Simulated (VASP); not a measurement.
Crystal: CuI (Marshite).

```
CELL_PARAMETERS angstrom
0.00000 3.03150 3.03150
3.03150 0.00000 3.03150
3.03150 3.03150 0.00000
ATOMIC_POSITIONS crystal
Cu 0.25000 0.25000 0.25000
I 0.00000 0.00000 0.00000
```

Base run:

```yaml
Program: VASP 6.6.1
Functional: PBE
Potentials_or_basis: VASP PAW PBE potentials, release 64 (Cu, I)
Cutoff: 520 eV
k_mesh: 6 × 6 × 6
Occupations: gaussian, width 0.03 eV
Spin: no spin polarisation
```

Its results: band gap on the k mesh 1.14 eV, direct; pressure 0.3 GPa.

**Question.** The run is repeated on the same cell with these changes: functional from PBE to PBEsol. What comes out?

**Answer.** Band gap on the k mesh 1.03 eV, direct; pressure -2.1 GPa.

PBEsol binds more tightly than PBE, so the same cell stands under less pressure.

Caveats: spin-orbit coupling is left out, which moves the levels of the heavy elements; the PAW data sets were made with another functional, which shifts forces and pressure a little (some runs).

A k mesh can miss the band edges.

Not every run made on this cell is shown here.
